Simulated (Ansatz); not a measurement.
# PbO under changes of volume

One of the cells (19.077 Å³/atom); the others are scaled copies at fixed shape and fractional positions:

```
Pb O
1.0
     5.87600    0.00000    0.00000
     0.00000    5.47600    0.00000
     0.00000    0.00000    4.74300
Pb O
4 4
Cartesian
  4.5186 2.8147 1.1858
  1.3574 2.6613 3.5573
  4.5186 5.3993 3.5573
  1.3574 0.0767 1.1858
  0.7756 3.1870 1.1858
  5.1004 2.2890 3.5573
  0.7756 5.0270 3.5573
  5.1004 0.4490 1.1858
```

| Property | Result |
| --- | --- |
| Program | Ansatz 0.2.0 |
| Functional | PBE |
| Potentials or basis | all-electron LAPW, scalar-relativistic |
| Cutoff | 373 eV (chosen from the basis error) |
| Basis error allowed | 0.001 eV/atom |
| k mesh | 5 × 5 × 6 |
| Occupations | fermi-dirac, width 0.05 eV |
| Spin | no spin polarisation |

```csv
volume (Å³/atom),energy over the lowest point (meV/atom),pressure (GPa),gap on the mesh (eV),largest force (eV/Å)
17.932,41.73,8.7,2.01,1.441
18.314,23.87,6.3,2.00,1.196
18.695,?,?,?,?
19.077,3.52,2.3,1.97,0.934
19.458,0.00,0.6,1.95,0.930
19.840,0.29,-0.9,1.92,0.995
20.222,4.04,-2.2,1.89,1.105
```

**Question.** What does the run at 18.695 Å³/atom give?

**Answer.** Energy over the lowest point 11.31 meV/atom; pressure 4.2 GPa; gap on the mesh 1.99 eV; largest force 1.023 eV/Å.

Worked out: A Birch-Murnaghan fit of order 3 (a polynomial in V^(-2/3)) to the other rows has its minimum at 19.62 Å³/atom with B0 = V·E''(V) = 79 GPa and B' = 4.5 at fixed shape and positions, which overstates the stiffness. It gives 11.34 meV/atom at 18.695 Å³/atom, against the run's 11.31, and -dE/dV = 4.2 GPa, against 4.2. A parabola through the other rows of the gap, of slope -0.76 eV per unit of ln V there, gives 1.99 eV, against the run's 1.99.

Energies are extrapolated to zero smearing.

Caveats: spin-orbit coupling is left out, which as a rule narrows the gap of such compounds by several tenths of an eV; an odd mesh through Γ misses points on the zone boundary, where band edges often lie; the cell's inner coordinates are idealised or old, which leaves forces on the atoms.
